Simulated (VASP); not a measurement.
# KF (F-43m) in VASP: a series of runs, part 2 of 2

VASP 6.6.1. The steps go on from the part before.

**4. Single point, HSE06**

POSCAR reads:

```
KF
1.0
    0.0000000000      2.9354014298      2.9354014298
    2.9354014298      0.0000000000      2.9354014298
    2.9354014298      2.9354014298      0.0000000000
K F
1 1
Direct
    0.0000000000      0.0000000000      0.0000000000
    0.2500000000      0.2500000000      0.2500000000
```

INCAR.step1 reads:

```
PREC = Accurate
ENCUT = 520
EDIFF = 1E-5
ISMEAR = 1
SIGMA = 0.05
LREAL = False
LASPH = True
NELM = 60
ALGO = Normal
ISIF = 2
LWAVE = True
LCHARG = False
GGA = PE
NBANDS = 15
```

INCAR.step2 reads:

```
PREC = Accurate
ENCUT = 520
EDIFF = 1E-6
ISMEAR = 1
SIGMA = 0.05
LREAL = False
LASPH = True
NELM = 60
ALGO = Normal
ISIF = 2
LWAVE = False
LCHARG = False
GGA = PE
LHFCALC = True
HFSCREEN = 0.2079
PRECFOCK = Normal
ISTART = 1
NBANDS = 15
```

KPOINTS reads:

```
regular mesh
0
Gamma
  4 4 4
```

Potentials or basis: VASP PAW PBE potentials, release 64 (K_sv, F).

Run with:

```sh
> cat potpaw_PBE.64/K_sv/POTCAR potpaw_PBE.64/F/POTCAR > POTCAR
> cp INCAR.step1 INCAR
> mpirun -np 1 vasp_std > vasp.out
> cp INCAR.step2 INCAR
> mpirun -np 1 vasp_std > vasp.out
```

OUTCAR:

```text
PREC = Accurate
   ENCUT = 520
   EDIFF = 1E-6
   ISMEAR = 1
   LREAL = False
   LASPH = True
   NELM = 60
   ISIF = 2
   GGA = PE
   LHFCALC = True
   HFSCREEN = 0.2079
   PRECFOCK = Normal
   ISTART = 1

 ion  position               nearest neighbor table
   1  0.000  0.000  0.000-   2 2.54   2 2.54   2 2.54   2 2.54
   2  0.250  0.250  0.250-   1 2.54   1 2.54   1 2.54   1 2.54

  LATTYP: Found a face centered cubic cell.
 ALAT       =     5.8708028596

  Lattice vectors:
[... 322 lines left out ...]

------------------------ aborting loop because EDIFF is reached ----------------------------------------

  FORCE on cell =-STRESS in cart. coord.  units (eV):
  Direction    XX          YY          ZZ          XY          YZ          ZX
  --------------------------------------------------------------------------------------
  -------------------------------------------------------------------------------------
  Total        0.1631225      0.1631225      0.1631225      0.0000000      0.0000000      0.0000000
  in kB        5.1664464      5.1664464      5.1664464      0.0000000      0.0000000      0.0000000
  external PRESSURE =       5.1664464 kB  Pullay stress =       0.0000000 kB

 VOLUME and BASIS-vectors are now :
 -----------------------------------------------------------------------------
  energy-cutoff  :      520.00
  volume of cell :       50.59
      direct lattice vectors                 reciprocal lattice vectors
     0.000000000  2.935401430  2.935401430    -0.170334454  0.170334454  0.170334454
     2.935401430  0.000000000  2.935401430     0.170334454 -0.170334454  0.170334454
     2.935401430  2.935401430  0.000000000     0.170334454  0.170334454 -0.170334454

 POSITION                                       TOTAL-FORCE (eV/Angst)
 -----------------------------------------------------------------------------------
      0.00000      0.00000      0.00000         0.000000      0.000000      0.000000
      1.46770      1.46770      1.46770        -0.000000     -0.000000     -0.000000
 -----------------------------------------------------------------------------------
    total drift:                                0.000000      0.000002      0.000002

  FREE ENERGIE OF THE ION-ELECTRON SYSTEM (eV)
  ---------------------------------------------------
  free  energy   TOTEN  =        -9.7746327020 eV

  energy  without entropy=       -9.7757129310  energy(sigma->0) =       -9.77499278
```

OUTCAR.step1:

```text
PREC = Accurate
   ENCUT = 520
   EDIFF = 1E-5
   ISMEAR = 1
   LREAL = False
[... 349 lines left out ...]
      0.00000      0.00000      0.00000        -0.000000      0.000000      0.000000
      1.46770      1.46770      1.46770         0.000000     -0.000000     -0.000000
 -----------------------------------------------------------------------------------
    total drift:                                0.000000      0.000000      0.000000

  FREE ENERGIE OF THE ION-ELECTRON SYSTEM (eV)
  ---------------------------------------------------
  free  energy   TOTEN  =        -8.1206094392 eV

  energy  without entropy=       -8.1217474505  energy(sigma->0) =       -8.12098878
```

OSZICAR.step1:

```text
N       E                     dE             d eps       ncg     rms          rms(c)
DAV:   1     0.111973732007E+03    0.11197E+03   -0.77380E+03   240   0.993E+02
DAV:   2    -0.444269638085E+01   -0.11642E+03   -0.10801E+03   324   0.270E+02
DAV:   3    -0.952055588836E+01   -0.50779E+01   -0.50646E+01   310   0.526E+01
DAV:   4    -0.969486629980E+01   -0.17431E+00   -0.17426E+00   338   0.833E+00
DAV:   5    -0.969703441850E+01   -0.21681E-02   -0.21679E-02   346   0.862E-01    0.684E+00
DAV:   6    -0.816153836563E+01    0.15355E+01   -0.46464E+00   268   0.160E+01    0.390E+00
DAV:   7    -0.811704495391E+01    0.44493E-01   -0.12375E-01   263   0.255E+00    0.231E+00
DAV:   8    -0.811510203556E+01    0.19429E-02   -0.78369E-02   261   0.261E+00    0.319E-01
DAV:   9    -0.811860890974E+01   -0.35069E-02   -0.80141E-03   308   0.564E-01    0.146E-01
DAV:  10    -0.812065025628E+01   -0.20413E-02   -0.20835E-03   247   0.386E-01    0.559E-02
DAV:  11    -0.812059996360E+01    0.50293E-04   -0.13311E-04   324   0.939E-02    0.193E-02
DAV:  12    -0.812060943920E+01   -0.94756E-05   -0.24865E-05   261   0.396E-02
   1 F= -.81206094E+01 E0= -.81209888E+01  d E =0.113801E-02
```

Wall time 4.8 min (1 thread of Intel Xeon Platinum 8488C (Sapphire Rapids), shared host); peak memory 0.28 GiB.

What came out:

| Quantity | Value |
| --- | --- |
| Free energy | -9.7746 eV |
| Pressure | 0.5 GPa |
| Band gap on the k mesh | 7.02 eV, indirect (least direct gap 7.24 eV) |

Levels at points of the mesh, in eV from the valence-band top:
```csv
k point,band 5,band 6,band 7,band 8,band 9,band 10,band 11,band 12
"(0.00, 0.00, 0.00)",-9.77,-0.21,-0.21,-0.21,7.02,14.16,14.16,14.26
"(0.50, 0.00, 0.00)",-9.82,-0.27,-0.12,-0.12,9.93,11.17,13.14,13.14
"(0.50, 0.50, 0.00)",-9.79,-0.45,0.00,0.00,10.20,10.37,14.63,15.38
```

Caveat: the k mesh is coarse (spacing up to 0.46 Å⁻¹), so the values aren't converged, least of all with exact exchange; the PAW data sets were made with another functional, which shifts forces and pressure a little.

**5. The runs side by side**

| level | k mesh | smearing | exchange at q = 0 | grid for exact exchange (PRECFOCK) | screening parameter | mesh quality | gap on the mesh (eV) | pressure (GPa) |
| --- | --- | --- | --- | --- | --- | --- | --- | --- |
| HSE06 | 4 × 4 × 4 | gaussian 0.01 eV | truncated | Normal | 0.2079 1/A | coarse | 7.03 | 0.5 |
| PBE | 6 × 6 × 6 | gaussian 0.01 eV | - | - | - | not flagged | 5.16 | 0.9 |
| HSE06 | 4 × 4 × 4 | methfessel-paxton 0.05 eV | truncated | Normal | 0.2079 1/A | coarse | 7.02 | 0.5 |

Alike in all rows: task single point; potentials or basis VASP PAW PBE potentials, release 64 (K_sv, F); no spin polarisation; cell as given; cutoff (eV) 520.

Caveats: some runs use coarse meshes; the PAW data sets were made with another functional, which shifts forces and pressure a little (some runs).

Total energies depend on the potentials used, so only differences within one code and one set of settings carry meaning.
